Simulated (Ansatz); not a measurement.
Planning a GW calculation on Al2O3 (Corundum).

Symmetry: R-3c, No. 167, trigonal system. Conventional cell: a = 4.760 Å, b = 4.760 Å, c = 12.996 Å, α = 90.00°, β = 90.00°, γ = 120.00°. Nearest to Al lie 6 O at 1.85 to 1.97 Å. Nearest to O lie 4 Al at 1.85 to 1.97 Å. Farther neighbours and most contacts between anions are not listed.

```cif
data_structure
_symmetry_space_group_name_H-M 'P 1'
_symmetry_Int_Tables_number 1
_cell_length_a 5.1302
_cell_length_b 5.1302
_cell_length_c 5.1302
_cell_angle_alpha 55.287
_cell_angle_beta 55.287
_cell_angle_gamma 55.287
_cell_volume 85.02
loop_
_atom_site_label
_atom_site_type_symbol
_atom_site_fract_x
_atom_site_fract_y
_atom_site_fract_z
_atom_site_occupancy
Al1 Al 0.35216 0.35216 0.35216 1
Al2 Al 0.14784 0.14784 0.14784 1
Al3 Al 0.64784 0.64784 0.64784 1
Al4 Al 0.85216 0.85216 0.85216 1
O5 O 0.55668 0.94332 0.25000 1
O6 O 0.25000 0.55668 0.94332 1
O7 O 0.94332 0.25000 0.55668 1
O8 O 0.44332 0.05668 0.75000 1
O9 O 0.75000 0.44332 0.05668 1
O10 O 0.05668 0.75000 0.44332 1
```

The cell and positions come from the Crystallography Open Database and are kept as given unless a step says otherwise. PAW set soft_2, made with PBE.

Runs so far (Ansatz 0.2.0, start PBE, default PAW files, 4×4×4 mesh). Times are wall times on 1 × NVIDIA H100 80GB HBM3 (shared by 6 runs) with 3 threads of AMD EPYC 7R13 (Zen 3), shared host, good to a factor of about two.

```
bands summed  cutoff (eV)  gap on the mesh (eV)   time
         100           54                 8.589  9.7 s
         240          108                 8.764   14 s
```

**Question.** What should the next rung give, with 490 bands and screening to 180 eV, and where is the limit?

The error falls about as one over the bands when the cutoff rises with them. A line through the two highest rungs given predicts 8.827 eV; the run gave 8.971 eV, a miss of 0.144 eV, so the law fails here: the steps don't follow it yet. The two highest rungs put the limit near 9.171 eV, the pair below near 8.888 eV; neither can be trusted until a further rung is run.

Gaps are over the mesh's points; an edge off the mesh would be missed. Limits: not at the basis limit.

[Paths, hosts, dates, memory and timing lines, banners, echoed tables and standing remarks are left out of the program output.]

[Logs are printed without paths, hosts, clocks, repeated set-up lines and the standing remarks that a program may print on its own settings, such as how far it seeks lower states.]

[Runs of the session that timed out or met a known fault of the program may be left out.]

[Cells called generated may have been cut or substituted from an entry of the Crystallography Open Database or the Materials Project.]

[Hosts, paths, dates, database ids (printed as entryN), source tags and the programs' standing remarks are cut or masked in the printed files.]
